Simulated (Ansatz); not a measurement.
PbF2: ab initio molecular dynamics

Computed with Ansatz, DFT PBE+D3(BJ), scalar-relativistic, plane waves, PAW. Cutoff 420 eV, shifted (0.5, 0.5, 0.5 steps) 2×2×2 k-points, Fermi–Dirac smearing of 0.039 eV. The mesh is coarse. Spin–orbit coupling is left out, which matters for the heavy elements here. No spin polarisation.

18 atoms, starting at 1.01 times the perfect crystal's volume (space group Aea2, the cell as given, not relaxed at this level); Langevin thermostat at 450 K (friction 0.05 fs⁻¹), fixed cell; 27 steps of 1 fs. The run is short and not equilibrated.

First frame:

```
CELL_PARAMETERS angstrom
0.00000 0.00000 6.04258
-6.04407 0.00000 0.00000
0.00000 -9.03607 -3.02129
ATOMIC_POSITIONS crystal
Pb 0.31081 0.50000 0.66667
Pb 0.97748 0.50000 0.00000
Pb 0.64415 0.50000 0.33333
Pb 0.81081 0.00000 0.66667
Pb 0.47748 0.00000 0.00000
Pb 0.14415 0.00000 0.33333
F 0.96365 0.23523 0.49502
F 0.63031 0.23523 0.82835
F 0.29698 0.23523 0.16169
F 0.13529 0.76477 0.83831
F 0.80196 0.76477 0.17165
F 0.46863 0.76477 0.50498
F 0.13031 0.26477 0.82835
F 0.79698 0.26477 0.16169
F 0.46365 0.26477 0.49502
F 0.96863 0.73523 0.50498
F 0.63529 0.73523 0.83831
F 0.30196 0.73523 0.17165
```

```
Mean temperature over the second half                                                                                                                                                                                                                       : 560 K
Mean pressure over the second half (kinetic part included)                                                                                                                                                                                                  : -1.0 GPa
Mean potential energy above the perfect crystal (as given, at volume ratio 1; besides heat the difference comes from the crystal's own forces of up to 0.07 eV/Å and pressure of -1.5 GPa; its own run had another smearing, without effect beside its gap) : 16 meV/atom
Mean-square drift of F from first to last step (mean shift of all atoms removed)                                                                                                                                                                            : 0.03 Å²
Mean-square drift of Pb from first to last step (mean shift of all atoms removed)                                                                                                                                                                           : 0.01 Å²
```

Pair distribution functions g(r), second half of the run, up to half the cell's height:

```tsv
r (Å)	F-F	F-Pb
2.25	0.0	0.0
2.35	0.0	0.3
2.45	0.0	3.3
2.55	0.0	10.5
2.65	0.0	6.3
2.75	0.1	2.6
```

Along the run (potential energy from its first value; pressure with the kinetic part):

```
t (fs) T (K)  ΔE_pot (meV/atom) P (GPa)
   0.0    425                0.0     -1.8
   1.0    485                0.1     -1.7
   2.0    545                0.4     -1.7
   3.0    456                0.7     -1.7
   4.0    409                1.2     -1.7
   5.0    432                1.7     -1.7
   6.0    410                2.3     -1.7
   7.0    474                3.0     -1.6
   8.0    407                3.7     -1.6
   9.0    417                4.5     -1.6
  10.0    368                5.3     -1.6
  11.0    386                6.1     -1.5
  12.0    409                7.0     -1.5
  13.0    439                7.9     -1.4
  14.0    436                8.7     -1.4
  15.0    422                9.4     -1.4
  16.0    434               10.1     -1.3
  17.0    474               10.8     -1.3
  18.0    626               11.5     -1.1
  19.0    567               12.3     -1.1
  20.0    555               13.1     -1.1
  21.0    638               14.0     -0.9
  22.0    620               14.9     -0.9
  23.0    642               15.8     -0.8
  24.0    617               16.7     -0.8
  25.0    618               17.5     -0.8
  26.0    608               18.5     -0.7
  27.0    590               19.6     -0.7
```

Cost: 1 run of about 6 core-minutes (earlier runs that led there not counted), on Intel Xeon Platinum 8259CL (Skylake/Cascade Lake) (shared hosts).